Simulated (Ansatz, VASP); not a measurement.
**GaAs: VASP beside Ansatz**

Contents of INCAR:

```
SYSTEM = GaAs
PREC = Accurate
ENCUT = 520
EDIFF = 1E-6
ISMEAR = 0
SIGMA = 0.01
LREAL = .False.
LASPH = .True.
NELM = 100
ALGO = Normal
ISIF = 2
LWAVE = .False.
LCHARG = .False.
GGA = PE
NBANDS = 16
```

Contents of KPOINTS:

```
Automatic mesh
0
Gamma
  4 4 4
  0 0 0
```

File POSCAR:

```
GaAs
1.0
    0.0000000000      2.8268500000      2.8268500000
    2.8268500000      0.0000000000      2.8268500000
    2.8268500000      2.8268500000      0.0000000000
Ga As
1 1
Direct
    0.0000000000      0.0000000000      0.0000000000
    0.2500000000      0.2500000000      0.2500000000
```

Input for Ansatz:

```yaml
crystal:
  lattice:
    - [0.0, 2.82685, 2.82685]
    - [2.82685, 0.0, 2.82685]
    - [2.82685, 2.82685, 0.0]
  atoms:
    - { symbol: Ga, position: [0.0, 0.0, 0.0] }
    - { symbol: As, position: [0.25, 0.25, 0.25] }
basis:
  ecutwfc: 517.016338673772
kpoints:
  mp_grid:
    grid: [4, 4, 4]
    shift: [0.0, 0.0, 0.0]
hamiltonian:
  xc: pbe
scf:
  convergence:
    dr2_threshold: 1.0e-10
  occupations:
    method: fixed
output:
  eigenvalues: true
```

Alike in both runs: task single point; functional PBE; k mesh 4 × 4 × 4; no spin polarisation.

```csv
,VASP,Ansatz
version,VASP 6.6.1,Ansatz 0.2.0
potentials or method,"VASP PAW PBE potentials, release 64 (Ga_d, As)","plane waves, PAW"
plane-wave cutoff (eV),520,517
occupations,"gaussian, width 0.01 eV",fixed
valence electrons in the cell,18,28
```

|  | VASP | Ansatz | Ansatz less VASP |
| --- | --- | --- | --- |
| gap on the k mesh at the Fermi level (eV) | 0.51 | 0.51 | -0.004 |

The two sets of potentials don't hold the same shells in valence.

Caveats: the k mesh is coarse (spacing up to 0.48 Å⁻¹), so the values aren't converged. Expect the measured gap to be larger: semilocal functionals such as PBE lack the derivative discontinuity. A k mesh can miss the band edges.
